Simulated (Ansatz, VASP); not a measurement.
## Hf in VASP and in Ansatz

```
Hf
1.0
     0.00000    5.40218    2.68813
     1.59020    0.00000    2.68813
     1.59020    5.40218    0.00000
Hf
2
Direct
  0.13533 0.86467 0.13533
  0.86467 0.13533 0.86467
```

Alike in both runs: functional PBE; k mesh 6 × 6 × 6; occupations gaussian, width 0.1 eV; no spin polarisation.

Ansatz relaxed the structure, and its values are those at the end. VASP's run is a single point on that final structure, the one shown.

|  | VASP | Ansatz |
| --- | --- | --- |
| version | VASP 6.6.1 | Ansatz 0.2.0 |
| potentials or method | VASP PAW PBE potentials, release 64 (Hf_pv) | scalar-relativistic, plane waves, PAW |
| plane-wave cutoff (eV) | 520 | 420 |
| valence electrons in the cell | 20 | 52 |

VASP gave:

- gap on the k mesh at the Fermi level (eV): none
- pressure (GPa): -0.4
- rms of the force components (eV/Å): 0.014

Estimate Ansatz's values.

gap on the k mesh at the Fermi level (eV): none; pressure (GPa): -0.1; rms of the force components (eV/Å): 0.001.

A gap of «none» marks a metal or a gap that the smearing closes. The two sets of potentials don't hold the same shells in valence.

Caveats: the k mesh is coarse (spacing up to 0.39 Å⁻¹), so the values aren't converged. The runs have no spin-orbit coupling, so splittings on Hf are missing.
